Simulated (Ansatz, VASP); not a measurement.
# One calculation of Bi2Te2Se, two programs

File INCAR:

```
PREC     = Accurate       # precision mode
ENCUT    = 520            # plane-wave cutoff, eV
EDIFF    = 1E-7           # SCF threshold, eV
ISMEAR   = -1             # smearing method
SIGMA    = 0.05           # smearing width, eV
LREAL    = F              # projectors in reciprocal space
LASPH    = T              # aspherical terms in the spheres
NELM     = 80             # most SCF steps
ALGO     = Normal         # electronic algorithm
ISIF     = 2              # what is computed and relaxed
LWAVE    = F              # write WAVECAR
LCHARG   = F              # write CHGCAR
GGA      = PS             # functional
NBANDS   = 32             # bands
KPAR     = 2
```

Contents of KPOINTS:

```
Automatic mesh
0
Gamma
  7 7 7
```

File POSCAR:

```
Bi2Te2Se
1.0
    2.1609687617      1.2476358963     10.5855712543
   -2.1609687617      1.2476358963     10.5855712543
    0.0000000000     -2.4952717926     10.5855712543
Bi Te Se
2 2 1
Direct
    0.3989950000      0.3906490000      0.3855170000
    0.6145010000      0.6072130000      0.5992070000
    0.7805280000      0.7769870000      0.7855530000
    0.2121070000      0.2236630000      0.2210960000
   -0.0053750000     -0.0001770000      0.0080720000
```

Contents of input.yaml:

```yaml
crystal:
  lattice:
    - [2.1609687617, 1.2476358963, 10.5855712543]
    - [-2.1609687617, 1.2476358963, 10.5855712543]
    - [0.0, -2.4952717926, 10.5855712543]
  atoms:
    - { symbol: Bi, position: [0.398995, 0.390649, 0.385517] }
    - { symbol: Bi, position: [0.614501, 0.607213, 0.599207] }
    - { symbol: Te, position: [0.780528, 0.776987, 0.785553] }
    - { symbol: Te, position: [0.212107, 0.223663, 0.221096] }
    - { symbol: Se, position: [-0.005375, -0.000177, 0.008072] }
hamiltonian:
  xc: pbesol
  pseudopotentials: { kind: paw }
kpoints:
  mp_grid: { grid: [7, 7, 7] }
scf:
  occupations: { method: fermi_dirac, width: 0.05 }
output:
  forces: true
  stress: true
  eigenvalues: true
```

Change from the starting cell: atoms moved at random, drawn with an rms of 0.05 Å.

Alike in both runs: task single point; functional PBEsol; k mesh 7 × 7 × 7; occupations fermi-dirac, width 0.05 eV; no spin polarisation.

|  | VASP | Ansatz |
| --- | --- | --- |
| version | VASP 6.6.1 | Ansatz 0.2.0 |
| potentials or method | VASP PAW PBE potentials, release 64 (Bi_d, Te, Se) | Ansatz PAW |
| plane-wave cutoff (eV) | 520 | 420 |
| valence electrons in the cell | 48 | 78 |

```csv
,VASP,Ansatz,Ansatz less VASP
gap on the k mesh at the Fermi level (eV),0.41,0.42,+0.010
least direct gap on the mesh (eV),0.41,0.42,+0.010
pressure (GPa),-1.6,-1.6,-0.03
largest component of the traceless stress (GPa),0.29,0.29,-0.002
rms of the force components (eV/Å),0.114,0.111,-0.0027
```

Atom by atom the forces differ by 0.009 eV/Å (rms over components). The two sets of potentials don't hold the same shells in valence.

Caveats: spin-orbit coupling is left out, which as a rule narrows the gap of such compounds by several tenths of an eV; the PAW data sets were made with another functional, which shifts forces and pressure a little (VASP); an odd mesh through Γ misses points on the zone boundary, where band edges often lie (VASP); odd divisions of the mesh miss points on the zone boundary, where band edges often lie, so the gap on the mesh can be too wide (Ansatz); the PAW data sets come from PBE, with cores solved anew for the run's functional, which leaves a small shift of forces and pressure (Ansatz).
